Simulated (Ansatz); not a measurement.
# CaO (P6_3/mmc), a vibration from a frozen displacement

The calculation used DFT PBEsol, scalar-relativistic, plane waves, PAW in Ansatz. The runs took a 420 eV cutoff, a Γ-centred 9×9×6 mesh and Gaussian smearing (0.05 eV). No spin polarisation. Energies are free energies at this smearing, counted from the undisturbed cell; pressure is positive in compression.

Reference structure (as given, not relaxed at this level; it stands at -2.4 GPa; this form isn't the usual structure):

```
CELL_PARAMETERS angstrom
3.99198 0.00000 0.00000
-1.99599 3.45715 0.00000
0.00000 0.00000 4.78484
ATOMIC_POSITIONS crystal
Ca 0.33333 0.66667 0.75000
Ca 0.66667 0.33333 0.25000
O 0.33333 0.66667 0.25000
O 0.66667 0.33333 0.75000
```

Every Ca atom is moved by x along the Cartesian unit vector (-0.866, -0.500, 0.000); the cell and all other atoms stay fixed. The cell's volume is 66.03 Å³; the moved atoms weigh 80.156 u together and the others 31.998 u. Some rows repeat others by symmetry and weren't run.

| x (Å) | ΔE (meV/cell) | total force on the moved atoms along the move (eV/Å) | pressure (GPa) |
| --- | --- | --- | --- |
| -0.5000 | 1759.23 | 8.7545 | 9.1596 |
| -0.4375 | 1271.28 | 6.9196 | 6.2030 |
| -0.3750 | 887.58 | 5.4074 | 3.7581 |
| -0.3125 | 589.98 | 4.1537 | 1.7836 |
| -0.2500 | 364.16 | 3.1018 | 0.2350 |
| -0.1250 | 86.70 | 1.4099 | -1.7302 |
| 0.0000 | 0.00 | 0.0000 | -2.3591 |
| 0.1250 | 86.70 | -1.4099 | -1.7302 |
| 0.2500 | 364.16 | -3.1018 | 0.2350 |
| 0.3125 | 589.98 | -4.1537 | 1.7836 |
| 0.3750 | 887.58 | -5.4074 | 3.7581 |
| 0.4375 | 1271.28 | -6.9196 | 6.2030 |
| 0.5000 | 1759.23 | -8.7545 | 9.1596 |

What frequency belongs to this motion?

The force constant is k = −dF/dx = 11.279 eV/Å², from the parabola through x = -0.1250, 0 and 0.1250. In every cell the moved atoms swing against the rest, so the mass is μ = m₁m₂/(m₁ + m₂) = 22.869 u, and ν̃ = 521.5 cm⁻¹ × √(|k|/μ) = 366 cm⁻¹, at this cell's pressure of -2.4 GPa. The pattern needn't be a normal mode: ν̃² is then a weighted mean of the squared nonzero frequencies at the zone centre of this cell, taken without macroscopic field, so it lies between the lowest and the highest of them.

How far does the harmonic law reach?

At x = -0.500 Å, kx²/2 = 1409.92 meV against the computed 1759.23 meV (+24.8 %): the well stiffens in this direction at large amplitude.

The pressure changes with x². What does that say about the frequency under compression?

With E = k(V)x²/2, k ∝ V^(−2γ) and x scaling with the cell as V^(1/3), P − P0 = −∂E/∂V = (2γ − 2/3) ΔE/V. At x = 0.2500 Å, V(P − P0) = 66.03 × 2.59411 / 160.2 eV = 1069.18 meV and ΔE = 364.16 meV, so γ = 1/3 + V(P − P0)/(2ΔE) = 1.80. This is the Grüneisen parameter of the motion under uniform scaling of the cell: shrinking the cell evenly by 1 % in volume raises the frequency by about 1.80 %.